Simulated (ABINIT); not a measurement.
A run of ABINIT 10.8.3 (patched build) is set up as follows.

The input run.abi:

```
# Pseudopotentials
pp_dirpath "./"
pseudos "N.GGA_PBE-JTH.xml, B.GGA_PBE-JTH.xml"

# Structure
acell 3*1.0 Angstrom
rprim
     2.4982400000     0.0000000000     0.0000000000
    -1.2491200000     2.1635393048     0.0000000000
     0.0000000000     0.0000000000     6.6357000000
ntypat 2
znucl 7 5
natom 4
typat 1 1 2 2
xred
     0.6666666667     0.3333333333     0.2500000000
     0.3333333333     0.6666666667     0.7500000000
     0.6666666667     0.3333333333     0.7500000000
     0.3333333333     0.6666666667     0.2500000000

# Plane-wave basis
ecut 26.0
pawecutdg 48.0
pawovlp 30

# k points
kptopt 1
ngkpt 5 5 2
nshiftk 1
shiftk 0.0 0.0 0.0

# Exchange and correlation
ixc 11

# Bands and occupations
nband 12
occopt 3
tsmear 0.00183747

# SCF cycle
nstep 100
tolvrs 1.0e-9

# Output
iomode 3
prtwf 0
prtden 0
prteig 0
prtebands 0
```

Potentials or basis: JTH PAW PBE v2.0.

Command:

```sh
$ abinit run.abi > log 2>&1
```

Predict the band gap on the k mesh.

4.67 eV, direct.

Estimate the pressure.

5.4 GPa.

Stress tensor (GPa, compression positive):
```
6.52 0.00 0.00
0.00 6.52 0.00
0.00 0.00 3.10
```

Caveat: the k mesh is coarse (spacing up to 0.58 Å⁻¹), so the values aren't converged; an odd mesh through Γ misses points on the zone boundary, where band edges often lie; this functional lacks dispersion, which binds the layers, so the pressure and a relaxed spacing across them are unreliable; the atomic spheres overlap.
